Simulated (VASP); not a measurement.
Hg: equation of state with PBE

Hg:

```
Hg
1.0
     2.12432   -2.67258    0.00000
     2.12432    2.67258    0.00000
    -2.11513    0.00000    2.89220
Hg
1
Direct
  0.00000 0.00000 0.00000
```

* Program: VASP 6.6.1
* Task: equation of state
* Functional: PBE
* Potentials or basis: VASP PAW PBE potentials, release 64 (Hg)
* Cutoff: 520 eV
* k mesh: 9 × 9 × 9
* Occupations: fermi-dirac, width 0.05 eV
* Spin: no spin polarisation

* Equilibrium volume: outside the volumes run

Energy against volume, from the lowest point:
| volume (Å³/atom) | energy (meV/atom) |
| --- | --- |
| 30.870 | 0.00 |
| 31.527 | 1.75 |
| 32.184 | 3.54 |
| 32.840 | 5.45 |
| 33.497 | 7.17 |
| 34.154 | 8.80 |
| 34.811 | 10.58 |

All runs of the series together: 8.6 min on 1 thread of AMD EPYC 7R13 Processor (Zen 3) (shared host).

Spin-orbit coupling is left out, which matters for the levels of Hg.
